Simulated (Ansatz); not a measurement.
# PdC3: the cost of one run

Method: DFT PBE, scalar-relativistic, plane waves, PAW, in Ansatz 0.2.0.

1 further run of the same task is left out (it didn't finish).

## 1. The system as given

The structure is cubic, space group Pm-3n (No. 223). Conventional cell: a = 4.247 Å, b = 4.247 Å, c = 4.247 Å, α = 90.00°, β = 90.00°, γ = 90.00°. Around Pd (site symmetry m-3) lie 12 C at 2.37 Å. C (site symmetry -4m2) has 2 C at 2.12 Å and 4 Pd at 2.37 Å as nearest neighbours.

As a file:

```
Pd C
1.0
     4.24699    0.00000    0.00000
     0.00000    4.24699    0.00000
     0.00000    0.00000    4.24699
Pd C
2 6
Cartesian
  0.0000 0.0000 0.0000
  2.1235 2.1235 2.1235
  0.0000 2.1235 1.0617
  0.0000 2.1235 3.1852
  1.0617 0.0000 2.1235
  3.1852 0.0000 2.1235
  2.1235 3.1852 0.0000
  2.1235 1.0617 0.0000
```

This is candidate A: A15 type (Pm-3n, No. 223).

(A quick probe on a coarse mesh, which set the mesh and smearing, is not shown.)

## 3. Coarse relaxation (candidate A)

Contents of input.yaml:

```yaml
crystal:
  lattice:
    - [4.2469930717, 0.0, 0.0]
    - [0.0, 4.2469930717, 0.0]
    - [0.0, 0.0, 4.2469930717]
  atoms:
    - { symbol: Pd, position: [0.0, 0.0, 0.0] }
    - { symbol: Pd, position: [0.5, 0.5, 0.5] }
    - { symbol: C, position: [0.0, 0.5, 0.25] }
    - { symbol: C, position: [0.0, 0.5, 0.75] }
    - { symbol: C, position: [0.25, 0.0, 0.5] }
    - { symbol: C, position: [0.75, 0.0, 0.5] }
    - { symbol: C, position: [0.5, 0.75, 0.0] }
    - { symbol: C, position: [0.5, 0.25, 0.0] }
basis:
  ecutwfc: 420
kpoints:
  mp_grid: { grid: [4, 4, 4] }
hamiltonian:
  xc: pbe
scf:
  occupations: { method: gaussian, width: 0.1 }
  lower_state_search: "off"
output:
  forces: true
  stress: true
  eigenvalues: true
relax:
  adjacent_minimum: "off"
  f_tol: 0.04
  max_steps: 70
  cell: { stress_tol: 0.4 }
```

Command:

```
ansatz run input.yaml --threads 1 --pin off --max-ram 2560MiB --backend cpu --events-out ev --progress --plain --runs-dir out
```

What time and memory should one allow on 1 thread of Intel Xeon 6975P-C (Granite Rapids), shared host?

About 3.1 s, with a peak of 0.38 GiB.
